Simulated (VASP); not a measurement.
## Si: relaxation of cell and atoms with PBEsol

Crystal: Si.

```xyz
2
Lattice="-2.1776 2.3919 1.2739 2.1776 -2.3919 1.2739 2.1776 2.3919 -1.2739" Properties=species:S:1:pos:R:3 pbc="T T T"
Si    0.0000    3.5878    0.0072
Si    2.1776   -1.1959    1.2668
```

This isn't the form of Si at room conditions, which is diamond.

```json
{
 "Program": "VASP 6.6.1",
 "Task": "relaxation of cell and atoms",
 "Functional": "PBEsol",
 "Potentials or basis": "VASP PAW PBE potentials, release 64 (Si)",
 "Cutoff": "600 eV",
 "k mesh": "16 × 16 × 16",
 "Occupations": "methfessel-paxton, width 0.1 eV",
 "Spin": "no spin polarisation",
 "Target pressure": "15.8 GPa",
 "Further INCAR settings": "ALGO = Normal; EDIFF = 1e-07; IBRION = 2; EDIFFG = -0.005; NSW = 90; ISIF = 3"
}
```

| Quantity | Value |
| --- | --- |
| Relaxed volume | 13.27 Å³/atom |
| Relaxed cell | a = 3.476 Å, b = 3.476 Å, c = 3.476 Å, α = 102.42°, β = 93.06°, γ = 137.01° |
| Space group after relaxing (to 0.05 Å) | P6/mmm (No. 191) |
| Energy change on relaxing (the enthalpy is what falls) | +0.2 meV/atom |
| Ionic steps | 10 |
| Pressure after relaxing | 15.8 GPa |
| Band gap on the k mesh | none (metal or under the smearing width) |

Stress tensor (GPa, compression positive):
```
15.77  0.00  0.00
 0.00 15.85  0.00
 0.00  0.00 15.78
```

Step by step:
| step | energy change (eV) | largest force (eV/Å) | pressure (GPa) | volume (Å³) |
| --- | --- | --- | --- | --- |
| 1 | 0.0000 | 0.0057 | 15.78 | 26.54 |
| 2 | 0.0006 | 0.0055 | 15.82 | 26.54 |
| 3 | 0.0013 | 0.0053 | 15.86 | 26.53 |
| 4 | 0.0012 | 0.0052 | 15.86 | 26.53 |
| 5 | 0.0011 | 0.0050 | 15.85 | 26.53 |
| 6 | 0.0008 | 0.0043 | 15.83 | 26.53 |
| 7 | 0.0002 | 0.0031 | 15.79 | 26.54 |
| 8 | 0.0002 | 0.0027 | 15.79 | 26.54 |
| 9 | 0.0003 | 0.0018 | 15.80 | 26.54 |
| 10 | 0.0003 | 0.0013 | 15.80 | 26.54 |

Final structure:
```
Si
1.0
    -2.17773    2.39166    1.27378
     2.17773   -2.39166    1.27378
     2.17773    2.39166   -1.27378
Si
2
Direct
  0.75063 0.00063 0.75000
  0.24937 0.99937 0.25000
```

Levels at points of the mesh, in eV from the Fermi level:
```tsv
k point	band 2	band 3	band 4	band 5	band 6	band 7
(0.00, 0.00, 0.00)	-3.17	-2.14	-1.40	1.02	7.56	8.59
(0.50, 0.00, 0.00)	-8.06	-1.25	-1.24	-0.78	-0.77	4.76
(0.00, 0.50, 0.00)	-7.50	-3.24	-2.30	-1.63	0.95	5.85
(0.50, 0.50, 0.00)	-11.63	-0.02	-0.02	3.50	3.50	8.31
(0.50, 0.50, 0.50)	-7.95	-7.72	-7.43	5.41	6.47	14.30
```

Wall time 4.2 min on 1 thread of AMD EPYC 9R45 96-Core Processor (Zen 5), on a shared host, peak memory 0.23 GiB.

Caveat: the cell is relaxed towards a set pressure, so the enthalpy falls and the energy may rise; the PAW data sets were made with another functional, which shifts forces and pressure a little.
